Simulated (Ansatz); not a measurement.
# K, hcp: geometry optimisation

Theory: Ansatz 0.2.0, DFT, PBE, plane waves (420 eV) with PAW, scalar-relativistic.

k-point mesh 8×8×4, Fermi-Dirac smearing 0.1 eV, no spin polarisation. Cell and atoms relax.

Starting structure:

```yaml
crystal:
  lattice:
    - [4.6549393048, 0.0, 0.0]
    - [-2.3274696524, 4.031295691, 0.0]
    - [0.0, 0.0, 7.6015158847]
  atoms:
    - { symbol: K, position: [0.3333333333, 0.6666666667, 0.25] }
    - { symbol: K, position: [0.6666666667, 0.3333333333, 0.75] }
hamiltonian:
  xc: pbe
  pseudopotentials:
    kind: paw
    azcp:
      K: "pseudopotentials/K.paw.azcp"
basis:
  ecutwfc: 420
  fft_grid_basis: typed
kpoints:
  mp_grid: { grid: [8, 8, 4], shift: [0, 0, 0] }
magnetization:
  spin_polarized: false
scf:
  occupations: { method: fermi_dirac, width: 0.1 }
relax:
  max_steps: 60
  f_tol: 0.01
  cell: {}
```

Problem. The pressure at the start is 0.2 GPa. By how much does the volume change?

Solution. From 71.32 to 74.09 Å³ per atom, 3.9 %. The final cell has a = 4.717 Å, c = 7.691 Å (c/a = 1.630).

Problem. How much energy does the relaxation gain?

Solution. 1.3 meV per atom.
